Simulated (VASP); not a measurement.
# Zn: single point with PBEsol

The system is Zn.

```
CELL_PARAMETERS angstrom
2.59346 0.00000 0.00000
-1.29673 2.24601 0.00000
0.00000 0.00000 4.91887
ATOMIC_POSITIONS crystal
Zn 0.33333 0.66667 0.25000
Zn 0.66667 0.33333 0.75000
```

* Program: VASP 6.6.1
* Task: single point
* Functional: PBEsol
* Potentials or basis: VASP PAW PBE potentials, release 64 (Zn)
* Cutoff: 900 eV
* k mesh: 18 × 18 × 10
* Occupations: gaussian, width 0.1 eV
* Spin: no spin polarisation

```json
{"Pressure": "0.1 GPa", "Band gap on the k mesh": "none (metal or under the smearing width)"}
```

Levels at points of the mesh, in eV from the Fermi level:
| k point | band 10 | band 11 | band 12 | band 13 | band 14 | band 15 |
| --- | --- | --- | --- | --- | --- | --- |
| (0.00, 0.00, 0.00) | -7.15 | -7.15 | -4.04 | -3.23 | 13.43 | 17.28 |
| (0.50, 0.00, 0.00) | -6.92 | -2.96 | -2.09 | 2.64 | 3.61 | 4.36 |
| (0.50, 0.50, 0.00) | -6.92 | -2.96 | -2.09 | 2.64 | 3.61 | 4.36 |
| (0.00, 0.00, 0.50) | -7.24 | -7.24 | -7.24 | 4.37 | 4.37 | 20.00 |
| (0.50, 0.00, 0.50) | -6.92 | -2.02 | -2.02 | 0.35 | 0.35 | 10.24 |
| (0.50, 0.50, 0.50) | -6.92 | -2.02 | -2.02 | 0.35 | 0.35 | 10.24 |

It took 4.8 min on 1 thread of Intel(R) Xeon(R) Platinum 8488C (Sapphire Rapids), with other jobs on the host, peak memory 0.57 GiB.

Caveat: the PAW data sets were made with another functional, which shifts forces and pressure a little.
